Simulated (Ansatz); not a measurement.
# ZnCu: a sublattice moved along a line

Computed with Ansatz 0.2.0, DFT PBE, scalar-relativistic, plane waves, PAW. Cutoff 420 eV, Γ-centred 16×16×16 k-points, Gaussian smearing of 0.15 eV. No spin polarisation. Energies are free energies at this smearing, counted from the undisturbed cell; pressure is positive in compression.

Zero of the scan (as given, not relaxed at this level; it stands at 2.3 GPa, and it needn't be the usual structure):

```
Zn Cu
1.0
     2.94500    0.00000    0.00000
     0.00000    2.94500    0.00000
     0.00000    0.00000    2.94500
Zn Cu
1 1
Cartesian
  1.4725 1.4725 1.4725
  0.0000 0.0000 0.0000
```

Every Zn atom is moved by x along the Cartesian unit vector (-1.000, 0.000, 0.000); the cell and all other atoms stay fixed. The cell is metallic on the mesh throughout.

| x (Å) | ΔE (meV/cell) | force along x on the moved atoms (eV/Å) | pressure (GPa) |
| --- | --- | --- | --- |
| -0.1000 | 24.0 | 0.48 | 2.9 |
| -0.0500 | ? | ? | 2.4 |
| 0.0000 | 0.0 | 0.00 | 2.3 |
| 0.0125 | 0.4 | -0.06 | 2.3 |
| 0.0250 | 1.5 | -0.12 | 2.3 |
| 0.0375 | 3.4 | -0.18 | 2.4 |
| 0.0625 | 9.4 | -0.30 | 2.5 |
| 0.0750 | 13.5 | ? | ? |
| 0.0875 | 18.4 | -0.42 | 2.7 |

By symmetry 0.1000 repeats -0.1000, -0.0750 repeats 0.0750, 0.0500 repeats -0.0500, -0.0250 repeats 0.0250 in energy, with the opposite slope along the path.

(1) Give the withheld values.

Answers

(1) ΔE (meV/cell) at x (Å) = -0.0500: 6.0; force along x on the moved atoms (eV/Å) at x (Å) = -0.0500: 0.24; force along x on the moved atoms (eV/Å) at x (Å) = 0.0750: -0.36; pressure (GPa) at x (Å) = 0.0750: 2.6.